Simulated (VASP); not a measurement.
# Cu in VASP: relaxation of the atoms with PBE

Aim: the relaxation of the atoms of Cu with PBE.

Everything below comes from runs of VASP 6.6.1. Logs are shortened: lines on timing, memory, paths and dates and some standing lists are left out, and cuts for length are marked.

## (1) Starting point

The cell holds a slab with vacuum, 13 atoms: a = 2.570 Å, b = 2.570 Å, c = 36.810 Å, α = 90.00°, β = 90.00°, γ = 90.00°.

The cell was built by a generator and needn't be a form met in nature.

## (2) Relaxation of the atoms, PBE

Input file INCAR:

```
SYSTEM = Cu
ALGO     = Fast           ! electronic algorithm
EDIFF    = 1E-6           ! SCF threshold, eV
EDIFFG   = -0.01          ! ionic threshold
ENCUT    = 520            ! plane-wave cutoff, eV
GGA      = PE             ! functional
IBRION   = 2              ! ionic algorithm
ISIF     = 2              ! what is computed and relaxed
ISMEAR   = 1              ! smearing method
KPAR     = 8            
LASPH    = .TRUE.         ! aspherical terms in the spheres
LCHARG   = .FALSE.        ! write CHGCAR
LREAL    = .FALSE.        ! projectors in reciprocal space
LWAVE    = .FALSE.        ! write WAVECAR
NELM     = 60             ! most SCF steps
NSW      = 60             ! ionic steps
PREC     = Accurate       ! precision mode
SIGMA    = 0.2            ! smearing width, eV
```

Input file KPOINTS:

```
k-points
0
G
  18 18 1
  0 0 0
```

Input file POSCAR:

```
Cu
1.0
    2.5703331496      0.0000000000      0.0000000000
    0.0000000000      2.5703331496      0.0000000000
    0.0000000000      0.0000000000     36.8100000000
Cu
13
Direct
    0.0000000000      0.0000000000      0.2037489813
    0.5000000000      0.5000000000      0.2531241510
    0.0000000000      0.0000000000      0.3024993208
    0.5000000000      0.5000000000      0.3518744906
    0.0000000000      0.0000000000      0.4012496604
    0.5000000000      0.5000000000      0.4506248302
    0.0000000000      0.0000000000      0.5000000000
    0.5000000000      0.5000000000      0.5493751698
    0.0000000000      0.0000000000      0.5987503396
    0.5000000000      0.5000000000      0.6481255094
    0.0000000000      0.0000000000      0.6975006792
    0.5000000000      0.5000000000      0.7468758490
    0.0000000000      0.0000000000      0.7962510187
```

Potentials or basis: VASP PAW PBE potentials, release 64 (Cu).

Run with:

```sh
cat potpaw_PBE.64/Cu/POTCAR > POTCAR
mpirun -np 8 vasp_std > vasp.out
```

OUTCAR:

```text
SYSTEM = Cu
   EDIFF = 1E-6
   EDIFFG = -0.01
   ENCUT = 520
   GGA = PE
   IBRION = 2
   ISIF = 2
   ISMEAR = 1
   LASPH = .TRUE.
   LREAL = .FALSE.
   NELM = 60
   NSW = 60
   PREC = Accurate

 ion  position               nearest neighbor table
   1  0.000  0.000  0.204-   2 2.57   2 2.57   2 2.57   2 2.57
   2  0.500  0.500  0.253-   1 2.57   1 2.57   1 2.57   1 2.57   3 2.57   3 2.57   3 2.57   3 2.57

   3  0.000  0.000  0.302-   4 2.57   4 2.57   4 2.57   4 2.57   2 2.57   2 2.57   2 2.57   2 2.57

   4  0.500  0.500  0.352-   3 2.57   3 2.57   3 2.57   3 2.57   5 2.57   5 2.57   5 2.57   5 2.57

   5  0.000  0.000  0.401-   4 2.57   6 2.57   4 2.57   6 2.57   4 2.57   6 2.57   4 2.57   6 2.57

   6  0.500  0.500  0.451-   5 2.57   7 2.57   5 2.57   7 2.57   5 2.57   7 2.57   5 2.57   7 2.57

   7  0.000  0.000  0.500-   6 2.57   8 2.57   6 2.57   8 2.57   6 2.57   8 2.57   6 2.57   8 2.57

   8  0.500  0.500  0.549-   7 2.57   9 2.57   7 2.57   9 2.57   7 2.57   9 2.57   7 2.57   9 2.57

   9  0.000  0.000  0.599-   8 2.57  10 2.57   8 2.57  10 2.57   8 2.57  10 2.57   8 2.57  10 2.57

  10  0.500  0.500  0.648-  11 2.57  11 2.57  11 2.57  11 2.57   9 2.57   9 2.57   9 2.57   9 2.57

  11  0.000  0.000  0.698-  10 2.57  10 2.57  10 2.57  10 2.57  12 2.57  12 2.57  12 2.57  12 2.57

  12  0.500  0.500  0.747-  13 2.57  13 2.57  13 2.57  13 2.57  11 2.57  11 2.57  11 2.57  11 2.57

  13  0.000  0.000  0.796-  12 2.57  12 2.57  12 2.57  12 2.57

  LATTYP: Found a simple tetragonal cell.
 ALAT       =     2.5703331496
 C/A-ratio  =    14.3211007514

  Lattice vectors:

 A1 = (   2.5703331496,   0.0000000000,   0.0000000000)
 A2 = (   0.0000000000,   2.5703331496,   0.0000000000)
 A3 = (   0.0000000000,   0.0000000000,  36.8100000000)

Analysis of symmetry for initial positions (statically):
=====================================================================
 Subroutine PRICEL returns:
 Original cell was already a primitive cell.

 Routine SETGRP: Setting up the symmetry group for a
 simple tetragonal supercell.

 Subroutine GETGRP returns: Found 16 space group operations
 (whereof 16 operations were pure point group operations)
 out of a pool of 16 trial point group operations.

The static configuration has the point symmetry D_4h.

Analysis of symmetry for dynamics (positions and initial velocities):
=====================================================================
 Subroutine PRICEL returns:
 Original cell was already a primitive cell.

 Routine SETGRP: Setting up the symmetry group for a
 simple tetragonal supercell.

 Subroutine GETGRP returns: Found 16 space group operations
 (whereof 16 operations were pure point group operations)
 out of a pool of 16 trial point group operations.

The dynamic configuration has the point symmetry D_4h.

 Subroutine INISYM returns: Found 16 space group operations
 (whereof 16 operations are pure point group operations),
 and found     1 'primitive' translations

----------------------------------------------------------------------------------------

                                     Primitive cell

  volume of cell :     243.1894

  direct lattice vectors                    reciprocal lattice vectors
     2.570333150  0.000000000  0.000000000     0.389054625  0.000000000  0.000000000
     0.000000000  2.570333150  0.000000000     0.000000000  0.389054625  0.000000000
     0.000000000  0.000000000 36.810000000     0.000000000  0.000000000  0.027166531

  length of vectors
     2.570333150  2.570333150 36.810000000     0.389054625  0.389054625  0.027166531

  position of ions in fractional coordinates (direct lattice)
     0.000000000  0.000000000  0.203748981
     0.500000000  0.500000000  0.253124151
     0.000000000  0.000000000  0.302499321
     0.500000000  0.500000000  0.351874491
     0.000000000  0.000000000  0.401249660
     0.500000000  0.500000000  0.450624830
     0.000000000  0.000000000  0.500000000
     0.500000000  0.500000000  0.549375170
     0.000000000  0.000000000  0.598750340
     0.500000000  0.500000000  0.648125509
     0.000000000  0.000000000  0.697500679
     0.500000000  0.500000000  0.746875849
     0.000000000  0.000000000  0.796251019

  ion indices of the primitive-cell ions
   primitive index   ion index
                 1           1
                 2           2
                 3           3
                 4           4
                 5           5
                 6           6
                 7           7
                 8           8
                 9           9
                10          10
                11          11
                12          12
                13          13

----------------------------------------------------------------------------------------

 KPOINTS: k-points

Automatic generation of k-mesh.
 Grid dimensions read from file:
 generate k-points for:   18   18    1

 Generating k-lattice:

  Cartesian coordinates                     Fractional coordinates (reciprocal lattice)
     0.021614146  0.000000000  0.000000000     0.055555556  0.000000000  0.000000000
     0.000000000  0.021614146  0.000000000     0.000000000  0.055555556  0.000000000
     0.000000000  0.000000000  0.027166531     0.000000000  0.000000000  1.000000000

  Length of vectors
     0.021614146  0.021614146  0.027166531

  Shift w.r.t. Gamma in fractional coordinates (k-lattice)
     0.000000000  0.000000000  0.000000000

 Subroutine IBZKPT returns following result:
 ===========================================

 Found     55 irreducible k-points:

 Following reciprocal coordinates:
            Coordinates               Weight
  0.000000  0.000000  0.000000      1.000000
  0.055556  0.000000  0.000000      4.000000
  0.111111  0.000000  0.000000      4.000000
  0.166667  0.000000  0.000000      4.000000
  0.222222  0.000000  0.000000      4.000000
  0.277778  0.000000  0.000000      4.000000
[... 16 lines left out ...]
  0.277778  0.111111  0.000000      8.000000
  0.333333  0.111111  0.000000      8.000000
 [... further k-points ...]
   k-points           NKPTS =     55   k-points in BZ     NKDIM =     55   number of bands    NBANDS=     85
   number of dos      NEDOS =    301   number of ions     NIONS =     13
   total plane-waves  NPLWV = 112000
   dimension x,y,z NGX =    20 NGY =   20 NGZ =  280
   dimension x,y,z NGXF=    40 NGYF=   40 NGZF=  560
   ions per type =              13
   NGX,Y,Z   is equivalent  to a cutoff of  12.94, 12.94, 12.65 a.u.
   NGXF,Y,Z  is equivalent  to a cutoff of  25.87, 25.87, 25.29 a.u.
 SYSTEM =  Cu
   PREC   = accura    normal or accurate (medium, high low for compatibility)
   ISTART =      0    job   : 0-new  1-cont  2-samecut
   ICHARG =      2    charge: 1-file 2-atom 10-const
   ISPIN  =      1    spin polarized calculation?
   LNONCOLLINEAR =      F non collinear calculations
   LSORBIT =      F    spin-orbit coupling
   LASPH  =      T    aspherical Exc in radial PAW
   ENCUT  =  520.0 eV  38.22 Ry    6.18 a.u.   4.78  4.78 68.44*2*pi/ulx,y,z
   NELM   =     60;   NELMIN=  2; NELMDL= -5     # of ELM steps
   EDIFF  = 0.1E-05   stopping-criterion for ELM
   LREAL  =      F    real-space projection
   EDIFFG = -.1E-01   stopping-criterion for IOM
   NSW    =     60    number of steps for IOM
   IBRION =      2    ionic relax: 0-MD 1-quasi-New 2-CG
   NFREE  =      1    steps in history (QN), initial steepest desc. (CG)
   ISIF   =      2    stress and relaxation
   ISYM   =      2    0-nonsym 1-usesym 2-fastsym
   POTIM  = 0.5000    time-step for ionic-motion
   TEBEG  =    0.0;   TEEND  =   0.0 temperature during run
   PSTRESS=    0.0 pullay stress
   NELECT =     143.0000    total number of electrons
   NUPDOWN=      -1.0000    fix difference up-down
   EMIN   =  10.00;   EMAX   =-10.00  energy-range for DOS
   EFERMI =   0.00;   METHOD = LEGACY
   ISMEAR =     1;   SIGMA  =   0.20  broadening in eV -4-tet -1-fermi 0-gaus
   EFERMI_NEDOS =   21; number of points for ismear=-14 and -15
   IALGO  =     68    algorithm
   IMIX   =      4    mixing-type and parameters
     AMIX     =   0.40;   BMIX     =  1.00
     AMIX_MAG =   1.60;   BMIX_MAG =  1.00
  volume/ion in A,a.u.               =      18.71       126.24
  Fermi-wavevector in a.u.,A,eV,Ry     =   1.371530  2.591816 25.593843  1.881094
  Thomas-Fermi vector in A             =   2.497218
   LORBIT       =      0    0 simple, 1 ext, 2 COOP (PROOUT), +10 PAW based schemes
   GGA     = PE    functional components
   LHFCALC =     F    Hartree Fock is set to
   AEXX    =    0.0000 exact exchange contribution
   IVDW    =     0    specifies the selected vdW correction
   LEPSILON=     F    determine dielectric tensor
   LRPA    =     F    only Hartree local field effects (RPA)
 conjugate gradient relaxation of ions
 non-spin polarized calculation
 RMM-DIIS sequential band-by-band and
 Methfessel and Paxton  Order N= 1 SIGMA  =   0.20
  energy-cutoff  :      520.00
  volume of cell :      243.19
 maximum number of plane-waves:      6598
 NGX is ok and might be reduce to    20
   NGX =  9   NGY =  9   NGZ =137

--------------------------------------- Ionic step        1  -------------------------------------------

 number of electron     142.9999784 magnetization

 Free energy of the ion-electron system (eV)
  ---------------------------------------------------
  ext. energy  EPLUGINS =         0.00000000
  ---------------------------------------------------
  free energy    TOTEN  =       -47.26434002 eV

  energy without entropy =      -47.25599929  energy(sigma->0) =      -47.26155978

------------------------ aborting loop because EDIFF is reached ----------------------------------------

  FORCE on cell =-STRESS in cart. coord.  units (eV):
  Direction    XX          YY          ZZ          XY          YZ          ZX
  --------------------------------------------------------------------------------------
  -------------------------------------------------------------------------------------
  Total       -1.6268431     -1.6268431     -0.8725733      0.0000000     -0.0000000      0.0000000
  in kB      -10.7179465    -10.7179465     -5.7486760      0.0000000     -0.0000000      0.0000000
  external PRESSURE =      -9.0615230 kB  Pullay stress =       0.0000000 kB
[... 314 lines left out ...]
  energy  without entropy=      -47.2677057328  energy(sigma->0) =      -47.27304243

--------------------------------------- Ionic step        8  -------------------------------------------

 number of electron     142.9999759 magnetization

 Free energy of the ion-electron system (eV)
  ---------------------------------------------------
  ext. energy  EPLUGINS =         0.00000000
  ---------------------------------------------------
  free energy    TOTEN  =       -47.27579397 eV

  energy without entropy =      -47.26781675  energy(sigma->0) =      -47.27313490

 E-fermi :   3.1647     XC(G=0):  -8.6030

 val. band max:        3.1511155472   @ k =   0.3333   0.3333   0.0000
 cond. band min:       3.1696719097   @ k =   0.2222   0.1667   0.0000
 fundamental gap:      0.0185563625
 Fermi energy:         3.1646996984

 k-point     1 :       0.0000    0.0000    0.0000
  band No.  band energies     occupation
      1      -6.0022      2.00000
      2      -5.8051      2.00000
      3      -5.4977      2.00000
      4      -5.0591      2.00000
      5      -4.5093      2.00000
      6      -3.8604      2.00000
[... 2053 lines left out ...]
     82       8.0954      0.00000
     83       8.5427      0.00000

 [... further k-points ...]

 [bands above 83 left out]

------------------------ aborting loop because EDIFF is reached ----------------------------------------

  FORCE on cell =-STRESS in cart. coord.  units (eV):
  Direction    XX          YY          ZZ          XY          YZ          ZX
  --------------------------------------------------------------------------------------
  -------------------------------------------------------------------------------------
  Total       -1.2446519     -1.2446519     -0.3700520      0.0000000      0.0000000      0.0000000
  in kB       -8.1999996     -8.1999996     -2.4379720      0.0000000      0.0000000      0.0000000
  external PRESSURE =      -6.2793237 kB  Pullay stress =       0.0000000 kB
[... 28 lines left out ...]
  FREE ENERGIE OF THE ION-ELECTRON SYSTEM (eV)
  ---------------------------------------------------
  free  energy   TOTEN  =       -47.2757939729 eV

  energy  without entropy=      -47.2678167512  energy(sigma->0) =      -47.27313490

 reached required accuracy - stopping structural energy minimisation
```

It took 13 min on 8 MPI ranks of Intel Xeon 6975P-C (Granite Rapids), shared host; peak memory 0.89 GiB.

Results:

- Free energy: -47.2758 eV
- Energy gained by relaxing: 0.9 meV/atom
- Ionic steps: 8
- Largest force after relaxing: 0.009 eV/Å
- Band gap on the k mesh: none (metal or under the smearing width)

Forces on the atoms (eV/Å):
```
Cu   0.000  0.000  0.005
Cu   0.000  0.000  0.004
Cu   0.000  0.000  0.005
Cu   0.000  0.000  0.009
Cu   0.000  0.000 -0.005
Cu   0.000  0.000 -0.008
Cu   0.000  0.000  0.000
Cu   0.000  0.000  0.008
Cu   0.000  0.000  0.005
Cu   0.000  0.000 -0.009
Cu   0.000  0.000 -0.005
Cu   0.000  0.000 -0.004
Cu   0.000  0.000 -0.005
```

Step by step:
| step | energy change (eV) | largest force (eV/Å) | pressure (GPa) |
| --- | --- | --- | --- |
| 1 | 0.0000 | 0.2053 | -0.91 |
| 2 | -0.0064 | 0.1368 | -0.84 |
| 3 | -0.0100 | 0.0661 | -0.74 |
| 4 | -0.0107 | 0.0373 | -0.71 |
| 5 | -0.0111 | 0.0298 | -0.68 |
| 6 | -0.0113 | 0.0141 | -0.66 |
| 7 | -0.0114 | 0.0186 | -0.62 |
| 8 | -0.0115 | 0.0086 | -0.63 |

Final structure:
```
Cu
1.0
     2.57033    0.00000    0.00000
     0.00000    2.57033    0.00000
     0.00000    0.00000   36.81000
Cu
13
Direct
  0.00000 0.00000 0.20479
  0.50000 0.50000 0.25267
  0.00000 0.00000 0.30224
  0.50000 0.50000 0.35173
  0.00000 0.00000 0.40121
  0.50000 0.50000 0.45065
  0.00000 0.00000 0.50000
  0.50000 0.50000 0.54935
  0.00000 0.00000 0.59879
  0.50000 0.50000 0.64827
  0.00000 0.00000 0.69776
  0.50000 0.50000 0.74733
  0.00000 0.00000 0.79521
```
